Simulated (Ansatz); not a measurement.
# TiO2: the order of phases at one pressure, part 2 of 3

Which of rutile, fluorite has the lowest enthalpy for TiO2 at one common pressure? The runs shown use PAW and LAPW.

Ansatz 0.2.0; DFT PBE; a cell built from a prototype (rutile type), not taken from measurement. Earlier steps stand in the parts before.

## Step 6: More of the same log: rutile relaxed under pressure, PAW files

The log, continued:

```text
relax step   6: F+E_penalty+E_count = -7269.78712791 eV  Δ(F+E_penalty+E_count) = -2.284e-2 eV  max|allowed force component| = 3.679e-5 eV/Å  Δτ_max = 0.0007 Å  P = +170.003 GPa  Ω = 44.367 Å³  energy of the carried Pulay correction = +2.126e-3 eV  (6 SCF iters, dr2 threshold 6.00e-7 eV, accepted)
Basis set: ecut = 420 eV, 881 PW (Γ), exchange–correlation on 54×54×40 points (8 copies of the dense FFT grid, shifted against one another)
Initial wavefunctions: pseudopotential atomic-orbital guess (no wavefunctions were taken with the density)
iter 1 solved again at ethr=1.10e-8 eV; its pass at ethr=3.10e-3 eV (dr2=5.28e-6 eV) is discarded
SCF iter   1: F=—  HF=-7269.786043 eV  |F-HF|=—  |Δ(HF+E_count)|=         —  Δρ=2.57e-4  dr2=2.32e-6  ethr=1.10e-8  ⟨swp⟩=3.9  Hψ=21773  notcnv=0
preconditioner: auto → none  [insulator: Δε(μ)=2.614 eV  Ē_g=18.603 eV  σ=0.100 eV  W_gap=1.00  n_scr=10 (ndim 8)  ℏωp=37.0 eV  f_vac=0.000  D(μ)=0.00/eV (n_scr^D=0)  ε∞_Penn≈5.0]
SCF iter   2: F=—  HF=-7269.785931 eV  |F-HF|=—  |Δ(HF+E_count)|=   1.12e-4  Δρ=1.26e-4  dr2=5.10e-7  ethr=4.83e-9  ⟨swp⟩=2.8  Hψ=5520  notcnv=0
SCF iter   3: F=—  HF=-7269.785943 eV  |F-HF|=—  |Δ(HF+E_count)|=   1.20e-5  Δρ=6.56e-6  dr2=2.81e-9  ethr=1.06e-9  ⟨swp⟩=2.0  Hψ=4829  notcnv=0
SCF iter   4: F=—  HF=-7269.785943 eV  |F-HF|=—  |Δ(HF+E_count)|=   2.47e-8  Δρ=1.34e-6  dr2=2.13e-10  ethr=5.85e-12  ⟨swp⟩=2.0  Hψ=5455  notcnv=0
iter 5 did not close the SCF: its close was put off for the readings that it lacked (scf_convergence_deferred on its scf_iter line)
SCF iter   5: F=-7269.785943 eV  HF=-7269.785943 eV  |F-HF|=1.82e-12  |Δ(HF+E_count)|=  4.29e-10  Δρ=2.04e-7  dr2=8.19e-12  ethr=1.00e-12  ⟨swp⟩=2.0  Hψ=4468  notcnv=0
SCF iter   6: F=-7269.785943 eV  HF=-7269.785943 eV  |F-HF|=1.82e-12  |Δ(HF+E_count)|=  5.46e-12  Δρ=3.36e-8  dr2=1.81e-13  ethr=1.00e-12  ⟨swp⟩=4.5  Hψ=13369  notcnv=0
SCF 7 converged in 6 iterations: F = -7269.785943 eV  dr2 = 1.81e-13
relax step   7: F+E_penalty+E_count = -7269.78594286 eV  Δ(F+E_penalty+E_count) = +1.185e-3 eV  max|allowed force component| = 1.269e-4 eV/Å  Δτ_max = 0.0000 Å  P = +169.957 GPa  Ω = 44.367 Å³  stress off target by 1.95e-1 GPa  SCF on the basis re-selected at this cell (its energy is not comparable with the rows above)  (6 SCF iters)
basis re-selected at this cell: Δ(F+E_penalty+E_count) = +1.185e-3 eV, ΔP = -0.046 GPa vs the last step (what re-selecting the basis moved, of the pressure what is left beyond the Pulay correction that the steps carried, after the strain that the cell walked since its last selection, with what the two solves' SCF thresholds leave and, on support functions, any second-order correction that the steps lacked; it is no measure of the basis error at this ecutwfc). The dense FFT grid was sized anew with the basis: this SCF ran on 27×27×20 points, the steps before it on 30×30×18, so part of this shift can come from that change (see relax.cell in the input reference). This SCF's stress stands 1.95e-1 GPa from its target on what of the cell is left free (relax.cell.stress_tol is 8.50e-2 GPa) and its largest allowed force component is 1.27e-4 eV/Å (relax.f_tol is 5.00e-3 eV/Å): not within both, so this SCF does not close the relaxation
Crystal: 6 atoms, lattice volume = 44.362 Å³
iter 1 solved again at ethr=6.64e-9 eV; its pass at ethr=3.10e-3 eV (dr2=3.19e-6 eV) is discarded
SCF iter   1: F=—  HF=-7269.781472 eV  |F-HF|=—  |Δ(HF+E_count)|=         —  Δρ=1.22e-4  dr2=3.88e-6  ethr=6.64e-9  ⟨swp⟩=3.0  Hψ=19217  notcnv=0
preconditioner: auto → none  [insulator: Δε(μ)=2.619 eV  Ē_g=18.603 eV  σ=0.100 eV  W_gap=1.00  n_scr=10 (ndim 8)  ℏωp=37.0 eV  f_vac=0.000  D(μ)=0.00/eV (n_scr^D=0)  ε∞_Penn≈5.0]
SCF iter   2: F=—  HF=-7269.781322 eV  |F-HF|=—  |Δ(HF+E_count)|=   1.50e-4  Δρ=4.03e-5  dr2=3.24e-7  ethr=6.64e-9  ⟨swp⟩=2.0  Hψ=4774  notcnv=0
iter 3 did not close the SCF: its close was put off for the readings that it lacked (scf_convergence_deferred on its scf_iter line)
SCF iter   3: F=-7269.781322 eV  HF=-7269.781322 eV  |F-HF|=8.32e-9  |Δ(HF+E_count)|=   3.90e-8  Δρ=9.50e-6  dr2=1.50e-8  ethr=6.74e-10  ⟨swp⟩=2.8  Hψ=5796  notcnv=0
iter 4 did not close the SCF: its close was put off for the readings that it lacked (scf_convergence_deferred on its scf_iter line)
SCF iter   4: F=-7269.781322 eV  HF=-7269.781322 eV  |F-HF|=3.00e-11  |Δ(HF+E_count)|=   9.91e-9  Δρ=1.68e-6  dr2=4.24e-10  ethr=3.13e-11  ⟨swp⟩=2.5  Hψ=4974  notcnv=0
iter 5 did not close the SCF: its close was put off for the readings that it lacked (scf_convergence_deferred on its scf_iter line)
SCF iter   5: F=-7269.781322 eV  HF=-7269.781322 eV  |F-HF|=1.82e-12  |Δ(HF+E_count)|=  1.55e-10  Δρ=2.46e-7  dr2=7.87e-12  ethr=1.00e-12  ⟨swp⟩=2.2  Hψ=4884  notcnv=0
SCF iter   6: F=-7269.781322 eV  HF=-7269.781322 eV  |F-HF|=9.09e-13  |Δ(HF+E_count)|=  4.55e-12  Δρ=2.16e-8  dr2=7.07e-14  ethr=1.00e-12  ⟨swp⟩=4.3  Hψ=13195  notcnv=0
SCF 8 converged in 6 iterations: F = -7269.781322 eV  dr2 = 7.07e-14
relax step   8: F+E_penalty+E_count = -7269.78132175 eV  Δ(F+E_penalty+E_count) = +4.621e-3 eV  max|allowed force component| = 4.532e-5 eV/Å  Δτ_max = 0.0003 Å  P = +169.993 GPa  Ω = 44.362 Å³  energy of the carried Pulay correction = +2.975e-5 eV  (6 SCF iters, accepted)
iter 1 solved again at ethr=6.45e-9 eV; its pass at ethr=3.10e-3 eV (dr2=3.10e-6 eV) is discarded
SCF iter   1: F=—  HF=-7269.781468 eV  |F-HF|=—  |Δ(HF+E_count)|=         —  Δρ=6.61e-6  dr2=4.12e-9  ethr=6.45e-9  ⟨swp⟩=4.0  Hψ=22339  notcnv=0
preconditioner: auto → none  [insulator: Δε(μ)=2.618 eV  Ē_g=18.603 eV  σ=0.100 eV  W_gap=1.00  n_scr=10 (ndim 8)  ℏωp=37.0 eV  f_vac=0.000  D(μ)=0.00/eV (n_scr^D=0)  ε∞_Penn≈5.0]
SCF iter   2: F=—  HF=-7269.781319 eV  |F-HF|=—  |Δ(HF+E_count)|=   1.49e-4  Δρ=3.26e-6  dr2=1.29e-9  ethr=8.58e-12  ⟨swp⟩=3.0  Hψ=6923  notcnv=0
SCF iter   3: F=—  HF=-7269.781319 eV  |F-HF|=—  |Δ(HF+E_count)|=  6.72e-10  Δρ=1.95e-6  dr2=3.37e-10  ethr=2.68e-12  ⟨swp⟩=2.2  Hψ=4217  notcnv=0
iter 4 did not close the SCF: its close was put off for the readings that it lacked (scf_convergence_deferred on its scf_iter line)
SCF iter   4: F=-7269.781319 eV  HF=-7269.781319 eV  |F-HF|=2.73e-12  |Δ(HF+E_count)|=  6.10e-10  Δρ=1.66e-7  dr2=3.36e-12  ethr=1.00e-12  ⟨swp⟩=2.6  Hψ=5283  notcnv=0
iter 5 did not close the SCF: its close was put off for the readings that it lacked (scf_convergence_deferred on its scf_iter line)
SCF iter   5: F=-7269.781319 eV  HF=-7269.781319 eV  |F-HF|=2.73e-12  |Δ(HF+E_count)|=  7.28e-12  Δρ=7.69e-8  dr2=1.15e-12  ethr=1.00e-12  ⟨swp⟩=1.0  Hψ=3150  notcnv=0
iter 6 did not close the SCF: its close was put off for the readings that it lacked (scf_convergence_deferred on its scf_iter line)
SCF iter   6: F=-7269.781319 eV  HF=-7269.781319 eV  |F-HF|=9.09e-13  |Δ(HF+E_count)|=  1.82e-12  Δρ=2.80e-8  dr2=9.52e-14  ethr=1.00e-12  ⟨swp⟩=1.0  Hψ=3150  notcnv=0
iter 7 did not close the SCF: its close was put off for the readings that it lacked (scf_convergence_deferred on its scf_iter line)
SCF iter   7: F=-7269.781319 eV  HF=-7269.781319 eV  |F-HF|=9.09e-13  |Δ(HF+E_count)|=  9.09e-13  Δρ=1.73e-8  dr2=6.88e-14  ethr=1.00e-12  ⟨swp⟩=1.0  Hψ=3150  notcnv=0
SCF iter   8: F=-7269.781319 eV  HF=-7269.781319 eV  |F-HF|=9.09e-13  |Δ(HF+E_count)|=    0.00e0  Δρ=7.34e-9  dr2=8.78e-15  ethr=1.00e-12  ⟨swp⟩=3.0  Hψ=10180  notcnv=0
SCF 9 converged in 8 iterations: F = -7269.781319 eV  dr2 = 8.78e-15
relax step   9: F+E_penalty+E_count = -7269.78131897 eV  Δ(F+E_penalty+E_count) = +2.778e-6 eV  max|allowed force component| = 4.790e-5 eV/Å  Δτ_max = 0.0000 Å  P = +169.993 GPa  Ω = 44.362 Å³  stress off target by 1.75e-2 GPa  SCF on the basis re-selected at this cell (its energy is not comparable with the rows above)  (8 SCF iters)
basis re-selected at this cell: Δ(F+E_penalty+E_count) = +2.778e-6 eV, ΔP = -0.000 GPa vs the last step (what re-selecting the basis moved, of the pressure what is left beyond the Pulay correction that the steps carried, after the strain that the cell walked since its last selection, with what the two solves' SCF thresholds leave and, on support functions, any second-order correction that the steps lacked; it is no measure of the basis error at this ecutwfc). This SCF's stress stands 1.75e-2 GPa from its target on what of the cell is left free (relax.cell.stress_tol is 8.50e-2 GPa) and its largest allowed force component is 4.79e-5 eV/Å (relax.f_tol is 5.00e-3 eV/Å): within both
SCF converged after 8 iterations
Free energy (F): -7269.781319 eV
Harris-Foulkes:  -7269.781319 eV  (|F-HF|=9.09e-13)
Internal energy: -7269.781319 eV  (E = F + TS)
E sigma→0 (E₀):  -7269.781319 eV
Entropy (-TS):   -0.000000 eV (-0.000 meV/atom)
Fermi energy:    16.404009 eV
--- Per-component energies (eV) ---
  E_band       = -118.403210
  E_kinetic    = 1313.515167
  E_local      = -2481.236156  (includes V_loc(G=0)·N_el)
  E_nonlocal   = 203.903553
  E_hartree    = 989.708239
  E_xc         = -506.636680
  E_vxc        = -643.105403  (∫ρ·V_xc dr)
  E_paw        = -2733.699379  (= ΣΔE_a)
  E_vpaw       = -490.907289  (= ΣTr[D̂ρ^β])
  E_aug_tail   = 0.010440  (compensation charges beyond the density's cutoff)
  E_ewald      = -4055.346503
  E_smearing   = -0.000000  (= −TS)
  E_closure    = 0.000000  (closes the sum)
  Σ components = -7269.781319   (vs F -7269.781319, Δ=0.00e0)
--- Forces (eV/Å), atoms counted from 1 ---
  atom   1  Ti    -0.00000000     0.00000000     0.00000000
  atom   2  Ti    -0.00000000    -0.00000000     0.00000000
  atom   3  O     -0.00004790    -0.00004790    -0.00000000
  atom   4  O      0.00004790     0.00004790     0.00000000
  atom   5  O     -0.00004790     0.00004790     0.00000000
  atom   6  O      0.00004790    -0.00004790    -0.00000000
  max |Σ_I F_I| component: 3.47e-18 eV/Å
--- Stress (GPa, compression-positive) ---
      169.982464       0.000000       0.000000
        0.000000     169.982464       0.000000
        0.000000       0.000000     170.014007
  P = ⅓ Tr σ = 169.9930 GPa (1699.930 kbar)
--- Band table (eV; the first three rows and the last of 105) ---
  k-point 0: bands = ["-40.6856", "-40.5749", "-17.7062", "-17.7062", "-16.9878", "-16.9878", "-16.8963", "-16.7127", "-4.8055", "-3.2770", "-0.9235", "-0.9235", "7.4136", "7.6287", "7.7688", "9.7070", "9.7070", "12.1863", "12.1863", "12.5536", "14.3454", "14.8956", "14.8956", "15.1276", "17.7454", "18.4378", "18.4955", "18.5890", "18.5890", "22.2171"]
  k-point 1: bands = ["-40.6755", "-40.5684", "-17.6849", "-17.6849", "-16.9834", "-16.9834", "-16.9823", "-16.8086", "-4.6630", "-3.1729", "-1.0302", "-1.0302", "7.5174", "7.7487", "7.9167", "9.6708", "9.6708", "12.2928", "12.3286", "12.3286", "13.9589", "14.7123", "14.7123", "15.0011", "18.0447", "18.4140", "18.5807", "18.7601", "18.7601", "22.1323"]
  k-point 2: bands = ["-40.6473", "-40.5509", "-17.6255", "-17.6255", "-17.2103", "-17.0627", "-16.9721", "-16.9721", "-4.2722", "-2.8995", "-1.3152", "-1.3152", "7.8265", "8.0798", "8.3294", "9.6133", "9.6133", "11.6546", "12.6454", "12.6454", "13.1177", "14.2792", "14.2792", "14.5931", "18.4101", "18.6545", "18.7528", "19.1892", "19.1892", "21.8839"]
  k-point 104: bands = ["-40.5025", "-40.5025", "-18.0232", "-18.0232", "-17.3796", "-17.3796", "-16.9575", "-16.9575", "-2.6236", "-2.6236", "-1.9705", "-1.9705", "8.2273", "8.2273", "9.6673", "9.6673", "10.5199", "10.5199", "12.5677", "12.5677", "12.9558", "12.9558", "14.6041", "14.6041", "18.9318", "18.9318", "19.6423", "19.6423", "19.8709", "19.8709"]
--- Relaxed structure (7 steps of the walk, 7 accepted, 2 SCFs on fresh bases) ---
  F+E_penalty+E_count = -7269.78131897 eV   max|allowed force component| = 4.790e-5 eV/Å   (the final SCF, on the basis selected at the relaxed cell)
  cell:  # Å, volume = 44.3623 Å³
    - [4.025737656699643, 4.424075223700464e-34, 0.0]
    - [4.424075223700464e-34, 4.025737656699643, 0.0]
    - [0.0, 0.0, 2.7373029864257905]
  atoms:
    - { symbol: Ti, position: [6.204884237752412e-20, -2.614915500195659e-19, 0.0] }
    - { symbol: Ti, position: [0.5, 0.5, 0.5000000000000001] }
    - { symbol: O, position: [0.3014937674320414, 0.3014937674320414, 0.0] }
    - { symbol: O, position: [0.6985062325679585, 0.6985062325679585, 0.0] }
    - { symbol: O, position: [0.8014937674320416, 0.19850623256795855, 0.5000000000000001] }
    - { symbol: O, position: [0.19850623256795855, 0.8014937674320416, 0.5000000000000001] }
```

It took 87 s on 2 threads of Intel Xeon at 2.50GHz (Skylake/Cascade Lake), shared host; peak memory 0.45 GiB.

Step by step:

| step | energy from step 1 (eV/cell) | largest force component (eV/Å) | pressure (GPa) | volume (Å³) |
| --- | --- | --- | --- | --- |
| 1 | 0.0000 | 1.4292 | 167.16 | 44.73 |
| 2 | 0.2530 | 0.6090 | 171.55 | 44.37 |
| 3 | 0.1120 | 0.0781 | 168.21 | 44.47 |
| 4 | 0.2646 | 0.0383 | 170.89 | 44.33 |
| 5 | 0.2436 | 0.0162 | 170.45 | 44.35 |
| 6 | 0.2207 | 0.0000 | 170.00 | 44.37 |
| 7 | 0.2219 | 0.0001 | 169.96 | 44.37 |
| 8 | 0.2265 | 0.0000 | 169.99 | 44.36 |
| 9 | 0.2265 | 0.0000 | 169.99 | 44.36 |

Step 1 is the start. Steps 7, 9 repeat the geometry before on a plane-wave basis chosen anew for that cell, so the energy can jump there without any move; the table keeps such jumps.

| input's cell | before | after | change |
| --- | --- | --- | --- |
| a (Å) | 4.077 | 4.026 | -1.3 % |
| b (Å) | 4.077 | 4.026 | -1.3 % |
| c (Å) | 2.691 | 2.737 | +1.7 % |
| volume (Å³/atom) | 7.46 | 7.39 | -0.8 % |

The largest move, 0.02 Å, apart from the change of the cell, is shared by several atoms, O3 among them.

This run gives: pressure 169.99 GPa; gap on the k mesh 2.62 eV.

## Step 7: Rutile at the cell that PAW relaxed, LAPW

Input file input.yaml:

```yaml
crystal:
  lattice:
    - [4.0257376567, 0.0, 0.0]
    - [0.0, 4.0257376567, 0.0]
    - [0.0, 0.0, 2.7373029864]
  atoms:
    - { symbol: Ti, position: [0.0, 0.0, 0.0] }
    - { symbol: Ti, position: [0.5, 0.5, 0.5] }
    - { symbol: O, position: [0.3014937674, 0.3014937674, 0.0] }
    - { symbol: O, position: [0.6985062326, 0.6985062326, 0.0] }
    - { symbol: O, position: [0.8014937674, 0.1985062326, 0.5] }
    - { symbol: O, position: [0.1985062326, 0.8014937674, 0.5] }
kpoints:
  mp_grid: { grid: [8, 8, 12] }
scf:
  occupations: { method: fermi_dirac, width: 0.1 }
hamiltonian:
  xc: pbe
  pseudopotentials: { kind: all_electron, lapw: { basis_error: 0.0005 } }
output:
  forces: true
  stress: true
  eigenvalues: true
  populations: true
```

On the command line:

```bash
$ ansatz run input.yaml --threads 2 --pin off --max-ram 5120MiB --backend cpu --events-out ev --progress --plain --runs-dir out
```

Standard output, cut to the lines that bear on the results:

```text
Ti: projections on atomic orbitals take those of the free atom 1s2 2s2 2p6 3s2 3p6 3d2 4s2, of charge +0.00 (hamiltonian.pseudopotentials.projection_atoms)
O: projections on atomic orbitals take those of the free atom 1s2 2s2 2p4, of charge +0.00 (hamiltonian.pseudopotentials.projection_atoms)
[...]
      169.554481       0.000000       0.000000
        0.000000     169.554481       0.000000
        0.000000       0.000000     169.710690
  P = ⅓ Tr σ = 169.6066 GPa (1696.066 kbar)
--- Band table (eV; the first three rows and the last of 105) ---
[...]
--- Löwdin populations: 6 sites ---
  site symbol       q [e]
     0     Ti     20.8075
     1     Ti     20.8075
     2      O      8.5662
     3      O      8.5662
     4      O      8.5662
     5      O      8.5662
  spilling = 0.001583 (of n_electrons = 76.000000)
```

Wall time 2.6 min (2 threads of Intel Xeon at 2.50GHz (Skylake/Cascade Lake), shared host); peak memory 1.2 GiB.

Read from it: pressure 169.61 GPa; gap on the k mesh 2.60 eV; largest force 0.013 eV/Å.

## Step 8: Fluorite relaxed under pressure, PAW

Input file input.yaml:

```yaml
crystal:
  lattice:
    - [0.0, 2.2362208364, 2.2362208364]
    - [2.2362208364, 0.0, 2.2362208364]
    - [2.2362208364, 2.2362208364, 0.0]
  atoms:
    - { symbol: Ti, position: [0.0, 0.0, 0.0] }
    - { symbol: O, position: [0.25, 0.25, 0.25] }
    - { symbol: O, position: [0.75, 0.75, 0.75] }
kpoints:
  mp_grid: { grid: [12, 12, 12] }
scf:
  occupations: { method: fermi_dirac, width: 0.1 }
hamiltonian:
  xc: pbe
  pseudopotentials: { kind: paw }
output:
  forces: true
  stress: true
  eigenvalues: true
relax:
  f_tol: 0.005
  max_steps: 40
  cell: { p_target: 170.0, stress_tol: 0.085 }
```

On the command line:

```bash
$ ansatz run input.yaml --threads 2 --pin off --max-ram 5120MiB --backend cpu --events-out ev --progress --plain --runs-dir out
```

Standard output, cut to the lines that bear on the results:

```text
[...]
[... 4 set-up lines as earlier in the session ...]
[...]
Crystal: 3 atoms, lattice volume = 22.365 Å³
Basis set: ecut = 420 eV, 411 PW (Γ), exchange–correlation on 48×48×48 points (8 copies of the dense FFT grid, shifted against one another)
[...]
relax step   4: F+E_penalty+E_count = -3634.66021463 eV  Δ(F+E_penalty+E_count) = +6.289e-3 eV  max|allowed force component| = 1.172e-16 eV/Å  Δτ_max = 0.0000 Å  P = +169.999 GPa  Ω = 20.126 Å³  energy of the carried Pulay correction = +1.324e-2 eV  (7 SCF iters, dr2 threshold 1.61e-7 eV, accepted)
[...]
SCF iter   4: F=—  HF=-3634.652904 eV  |F-HF|=—  |Δ(HF+E_count)|=   1.80e-7  Δρ=4.78e-6  dr2=1.07e-9  ethr=2.53e-10  ⟨swp⟩=2.0  Hψ=1728  notcnv=0
[...]
```

(Continued in part 3 of 3.)
